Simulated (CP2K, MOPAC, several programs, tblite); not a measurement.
Energy against volume for rocksalt BeS, at fixed shape and fractional coordinates, computed by several methods (PBE and r2SCAN, where shown, with plane waves in Ansatz); the cell shown is that of r2SCAN. Space group Fm-3m (No. 225), cubic; conventional cell a = 4.635 Å, 12.44 Å³ an atom. Be is surrounded by 6 S at 2.32 Å; S is surrounded by 6 Be at 2.32 Å. Computed, not measured; no magnetism was allowed, and whether the structure is a known phase isn't checked. Energies count from each curve's lowest point; fits are third-order Birch-Murnaghan.

```
CELL_PARAMETERS angstrom
0.00000 2.31730 2.31730
2.31730 0.00000 2.31730
2.31730 2.31730 0.00000
ATOMIC_POSITIONS crystal
Be 0.00000 0.00000 0.00000
S 0.50000 0.50000 0.50000
```

PM7 (MOPAC), on the shape of the cell shown, as a cluster of 64 atoms at the zone centre:
```csv
V (Å³/atom),E (meV/atom)
10.950,65.25
11.697,0.00
12.444,0.03
13.190,57.07
13.937,127.18
```
The points scatter about a smooth fit, a numerical artefact, so no fit is quoted.

GFN2-xTB (tblite), on the shape of the cell shown, as a cluster of 64 atoms at the zone centre:
```tsv
V (Å³/atom)	E (meV/atom)
10.950	233.06
11.697	113.62
12.444	42.51
13.190	7.62
13.937	0.00
```
The lowest point is an end point, so the minimum isn't bracketed.

PBE/DZVP (CP2K), on the shape of the cell shown:
```csv
V (Å³/atom),E (meV/atom)
10.950,61.95
11.697,27.62
12.444,0.00
13.190,2.67
13.937,28.33
```
The points scatter about a smooth fit, a numerical artefact, so no fit is quoted.

PBE/SZV (CP2K), on the shape of the cell shown:
```
V (Å³/atom)  E (meV/atom)
     10.950        519.94
     11.697        346.45
     12.444        195.12
     13.190         82.93
     13.937          0.00
```
This method closes the gap of a crystal that DFT finds insulating, so its curve rests on a wrong state.
The lowest point is an end point, so the minimum isn't bracketed.

GFN1-xTB (tblite), on the shape of the cell shown, as a cluster of 64 atoms at the zone centre:

| V (Å³/atom) | E (meV/atom) |
| --- | --- |
| 10.950 | 138.12 |
| 11.697 | 45.62 |
| 12.444 | 3.74 |
| 13.190 | 0.00 |
| 13.937 | 25.26 |

V₀ = 12.89 Å³ an atom and B₀ = 119 GPa.
